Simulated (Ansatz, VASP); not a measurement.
Hg in VASP and in Ansatz

```xyz
2
Lattice="3.5325 0.0000 0.0000 -1.7663 3.0592 0.0000 0.0000 0.0000 5.1412" Properties=species:S:1:pos:R:3 pbc="T T T"
Hg    1.7663    1.0197    3.8559
Hg    0.0000    2.0395    1.2853
```

Alike in both runs: task single point; functional PBE; dispersion D3(BJ); k mesh 18 × 18 × 10; occupations gaussian, width 0.15 eV; no spin polarisation.

|  | VASP | Ansatz |
| --- | --- | --- |
| version | VASP 6.6.1 | Ansatz 0.2.0 |
| potentials or method | VASP PAW PBE potentials, release 64 (Hg) | scalar-relativistic, plane waves, PAW |
| plane-wave cutoff (eV) | 520 | 420 |
| valence electrons in the cell | 24 | 40 |

Ansatz gave:

```
gap on the k mesh at the Fermi level (eV)       : none
pressure (GPa)                                  : -1.0
largest component of the traceless stress (GPa) : 0.38
```

Problem. Estimate VASP's values.

Solution. gap on the k mesh at the Fermi level (eV): none; pressure (GPa): -0.8; largest component of the traceless stress (GPa): 0.43.

A gap of «none» marks a metal or a gap that the smearing closes. The two sets of potentials don't hold the same shells in valence.

Caveats: pairwise dispersion overbinds metals, which lowers pressure and volume. Spin-orbit coupling is left out, which matters for the levels of Hg.
